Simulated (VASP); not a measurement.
Consider the following.

```
CELL_PARAMETERS angstrom
      0.00000     2.93332     2.93332
      2.93332     0.00000     2.93332
      2.93332     2.93332     0.00000
ATOMIC_POSITIONS crystal
  Sr 0.00000 0.00000 0.00000
  F  0.25000 0.25000 0.25000
  F  0.72443 0.72443 0.77557
```

Level of theory: PBE GGA, VASP's PBE PAW potentials (set 64) (plane waves; VASP 6.6.1). Settings: 600 eV cut-off, 6×6×6 Γ-centred mesh, Gaussian smearing of 0.050 eV, potentials Sr_sv F.

Task: Give the force on each atom (eV/Å).

Result: 
```tsv
atom	Fx	Fy	Fz
Sr1	0.000	0.000	-0.287
F2	0.000	0.000	-0.251
F3	0.000	0.000	0.538
```

Task: Give the stress tensor in GPa (positive for a compressed cell).

Result: 
```
 0.18  -1.19   0.00
-1.19   0.18   0.00
 0.00   0.00   0.34
```
The pressure is its mean diagonal, 0.23 GPa.

The compound is SrF2 in the fluorite structure. This cell was strained or had an atom moved on purpose.
